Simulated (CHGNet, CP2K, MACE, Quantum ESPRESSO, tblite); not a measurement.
# Counterpoise by hand: twisted h-BP/Hf2CO2 MXene bilayer, 38.21° (49 atoms), CP2K double zeta, PBE+D3(BJ)

The cell holds 49 atoms (7 B, 7 P, 7 C, 14 Hf and 14 O). Recipe: h-BP (a = 3.21 Å) under Hf2CO2 MXene (a = 3.27 Å), bilayer, commensurate cell of 7 unit cells a layer, twist 38.21 deg, both strained to the mean lattice constant; facing planes 3.17 Å apart; 12 Å of vacuum; layers as built, displaced by a Gaussian of 0.01 Å.

Calculated with CP2K 2026.2: PBE+D3(BJ); DZVP-UZH, GTH-PBE potentials, 600 Ry; k-points Γ. All runs use one cell and frozen positions; the face is 63.64 Å².

| run | free energy (eV) |
| --- | --- |
| whole cell | -27833.064 |
| lower part alone | -1798.924 |
| upper part alone | -26032.752 |
| lower part, with the upper part's basis functions | -1798.990 |
| upper part, with the lower part's basis functions | -26032.840 |

Task: Find the interaction energy per area with and without counterpoise, and the basis set superposition error of each part.

Worked:

Uncorrected: -27833.064 − (-1798.924) − (-26032.752) = -1.388 eV, or -21.8 meV/Å².

The added functions change the lower part by -1798.990 − (-1798.924) = -0.066 eV and the upper part by -26032.840 − (-26032.752) = -0.088 eV, both downwards, as a larger basis should.

Counterpoise: -27833.064 − (-1798.990) − (-26032.840) = -1.234 eV, or -19.4 meV/Å².

A plane-wave run of the same three cells (Quantum ESPRESSO, PBE+D3(BJ); plane waves, SSSP efficiency, 60/480 Ry; k-points Γ), whose basis doesn't follow the atoms, gives -1.169 eV, or -18.4 meV/Å². The uncorrected value lies 3.4 meV/Å² from it and the corrected one 1.0, on the same side.

Limits: the two programs also differ in potentials, and the geometry isn't a DFT minimum.

[Hosts, paths, dates, database ids (printed as entryN), source tags and the programs' standing remarks are cut or masked in the printed files.]
